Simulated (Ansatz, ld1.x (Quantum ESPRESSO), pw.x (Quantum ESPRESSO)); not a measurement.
**technetium (diamond): variants of one TM potential in the solid**

Tc, norm-conserving Troullier–Martins (Kleinman–Bylander form), made with ld1.x (Quantum ESPRESSO) 7.5 (PBE, scalar-relativistic). Core [Kr], reference 4d5 5s2 5p0. Waves: 5s (bound): rc 2.55 bohr; 5p (bound, empty): rc 2.65 bohr; 4d (bound): rc 2.10 bohr. Local part: all-electron potential smoothed inside 2.40 bohr (lloc = -1). Core correction: a·sin(br)/r model core inside 1.95 bohr.

Crystal test: diamond Tc in pw.x 7.5, no spin, 8³ k-points, Fermi–Dirac smearing 0.01 Ry, cutoffs set for each file from its atomic test. The reference is all-electron LAPW (Ansatz 0.2.0) with the same functional, mesh and smearing; V0 and B0 come from Birch–Murnaghan fits to the pressures at five volumes. Errors are pseudo minus all-electron; Δ is the rms difference of the E(V) curves that follow from these fits, minima aligned, over ±6 % about the mean V0. Mesh and smearing are coarse, so the numbers serve the comparison and aren't converged zero-temperature values; the lattice is a test structure that the element need not adopt.

All-electron: a0 = 5.541 Å (V0 = 21.27 Å³/atom), B0 = 149.7 GPa.

Base: The largest radius (2.65 bohr) exceeds half the bond length (2.27 bohr), so the spheres overlap, which is one possible source of error among others. This is a poor potential for the solid. Note: ghost state, extra bound levels that the all-electron valence spectrum of the same l lacks: s at -3.7 eV. A true bound ghost makes a file unfit for plane-wave use. Atomic configuration tests: 2 of 7 tests not solved or not reliable. The logarithmic derivative shows an extra or strongly shifted pseudo pole above the reference energy (s near -0.27 Ry, p near 1.16 Ry).

```tsv
change	cutoffs (Ry)	pw.x	a0 (Å)	a0 error (%)	B0 error (%)	Δ (meV/atom)	mean pressure error (GPa)
base	60/240	converged; bound ghost	5.506	-0.64	-2.2	13.4	-2.77
wave 5s (bound): rc 2.55 bohr becomes 5s (bound): rc 1.82 bohr	120/480	converged; bound ghost	5.491	-0.92	-0.6	19.1	-3.94
wave 5s (bound): rc 2.55 bohr becomes 5s (bound): rc 2.26 bohr	60/240	converged; bound ghost	5.503	-0.69	-1.7	14.4	-2.98
wave 5s (bound): rc 2.55 bohr becomes 5s (bound): rc 3.16 bohr	60/240	converged; bound ghost	5.502	-0.71	-1.8	14.7	-3.05
wave 5s (bound): rc 2.55 bohr becomes 5s (bound): rc 3.60 bohr	55/220	converged; bound ghost	5.491	-0.91	-0.8	19.0	-3.92
```

Task: Give the row for: wave 5s (bound): rc 2.55 bohr becomes 5s (bound): rc 2.66 bohr.

Result: pw.x: converged; bound ghost; mean pressure error (GPa): -2.70; a0 (Å): 5.507; a0 error (%): -0.62; B0 error (%): -2.3; Δ (meV/atom): 13.0.
